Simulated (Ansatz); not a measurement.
## One structure type, several compounds

Method: Ansatz 0.2.0, DFT, PBE, all-electron LAPW, scalar-relativistic.

All compounds have space group Im-3m with 1 atom in the primitive cell. V0, B0 and B0′ come from third-order Birch–Murnaghan fits to pressures at five volumes, with shape and internal coordinates held; prototypes and MP cells needn't be known phases. No run is spin-polarised.

Where a row has no spin, whether a magnetic state lies lower isn't shown here.

Spin–orbit coupling is left out, though it moves levels of the heavy atoms by tenths of an eV or more.

Ta: Ta 2a (0.000 0.000 0.000); COD 1541266, reported; 17×17×17 mesh, smearing 0.08 eV; no spin
Cu: Cu 2a (0.000 0.000 0.000); bcc type, relaxed by us; 16×16×16 mesh, smearing 0.08 eV; no spin
Rb: Rb 2a (0.000 0.000 0.000); COD 9012874, measured; 8×8×8 mesh, smearing 0.05 eV; no spin
Be: Be 2a (0.000 0.000 0.000); MP-relaxed cell mp-20; 23×23×23 mesh, smearing 0.03 eV; no spin
Re: Re 2a (0.000 0.000 0.000); bcc type, relaxed by us; 15×15×15 mesh, smearing 0.05 eV; no spin
Sc: Sc 2a (0.000 0.000 0.000); bcc type, relaxed by us; 13×13×13 mesh, smearing 0.05 eV; no spin

(1) Order the compounds by bulk modulus, lowest first.
A. Cu
B. Re
C. Rb
D. Sc
E. Ta
F. Be

Answers

(1) C (3 GPa), D (53 GPa), F (124 GPa), A (139 GPa), E (194 GPa), B (352 GPa).
